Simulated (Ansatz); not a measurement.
Crystal: CuO.

```xyz
4
Lattice="2.3056 -1.7296 0.0728 2.3158 1.7435 0.0481 -0.7081 -0.0390 5.1291" Properties=species:S:1:pos:R:3 pbc="T T T"
Cu    1.1008    0.8093    0.3341
Cu    1.1067   -0.5643    2.4735
O     1.8111   -0.4788    1.4095
O     1.8512    0.1962    3.6580
```

The cell isn't the ideal one: all atoms moved at random, sigma 0.25 Å a component, cell strained at random, sigma 0.03.

Base run:

* Program: Ansatz 0.2.0
* Functional: PBE
* Potentials or basis: Ansatz PAW
* Cutoff: 420 eV (not typed: the program's choice for these potentials)
* k mesh: 10 × 10 × 5
* Occupations: fermi-dirac, width 0.05 eV
* Spin: no spin polarisation
* Hubbard terms: Cu d U = 8 eV

Its results: band gap on the k mesh none (metal or under the smearing width); pressure 101.7 GPa; largest force 43.078 eV/Å.

Question: The run is repeated on the same cell with these changes: hubbard terms from Cu d U = 8 eV to Cu d U = 5 eV. What comes out?

Answer: Band gap on the k mesh none (metal or under the smearing width); pressure 99.8 GPa; largest force 42.717 eV/Å.

Caveats: the cell as given lies far from equilibrium; the run has no spin polarisation, though such a crystal can be magnetic; U without spin polarisation on a metal has little footing; forces of over 1 eV/Å show positions far from the minimum, so gaps and moduli don't describe the material at rest.
